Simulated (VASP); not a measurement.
A run of VASP 6.6.1 is set up as follows.

Contents of POSCAR:

```
NaI
1.0
    0.0000000000      3.2364000000      3.2364000000
    3.2364000000      0.0000000000      3.2364000000
    3.2364000000      3.2364000000      0.0000000000
Na I
1 1
Direct
    0.0000000000      0.0000000000      0.0000000000
    0.5077246323      0.5077246323      0.4922753677
```

INCAR.step1

```
ALGO     = Normal         # electronic algorithm
EDIFF    = 1E-4           # SCF threshold, eV
ENCUT    = 520            # plane-wave cutoff, eV
GGA      = PE             # functional
ISMEAR   = 0              # smearing method
LASPH    = T              # aspherical terms in the spheres
LCHARG   = F              # write CHGCAR
LREAL    = F              # projectors in reciprocal space
LWAVE    = T              # write WAVECAR
NBANDS   = 14             # bands
NELM     = 100            # most SCF steps
PREC     = Accurate       # precision mode
SIGMA    = 0.05           # smearing width, eV
```

INCAR.step2

```
ALGO     = Normal         # electronic algorithm
EDIFF    = 1E-6           # SCF threshold, eV
ENCUT    = 520            # plane-wave cutoff, eV
ISIF     = 2              # what is computed and relaxed
ISMEAR   = 0              # smearing method
ISTART   = 1            
LASPH    = T              # aspherical terms in the spheres
LCHARG   = F              # write CHGCAR
LMIXTAU  = T            
LREAL    = F              # projectors in reciprocal space
LWAVE    = F              # write WAVECAR
METAGGA  = R2SCAN         # meta-GGA
NBANDS   = 14             # bands
NELM     = 100            # most SCF steps
PREC     = Accurate       # precision mode
SIGMA    = 0.05           # smearing width, eV
```

KPOINTS

```
k-points
0
Gamma
  6 6 6
```

Potentials or basis: VASP PAW PBE potentials, release 64 (Na_pv, I).

Launch:

```console
$ cat potpaw_PBE.64/Na_pv/POTCAR potpaw_PBE.64/I/POTCAR > POTCAR
$ cp INCAR.step1 INCAR
$ mpirun -np 1 vasp_std > vasp.out
$ cp INCAR.step2 INCAR
$ mpirun -np 1 vasp_std > vasp.out
```

(1) Estimate the band gap on the k mesh.

(2) Predict the pressure.

(3) What does it give for the largest force?

Answers

(1) 4.44 eV, direct.

(2) -0.2 GPa.

(3) 0.047 eV/Å.

Caveat: the PAW data sets were made with another functional, which shifts forces and pressure a little; spin-orbit coupling is left out, which moves the levels of the heavy elements.
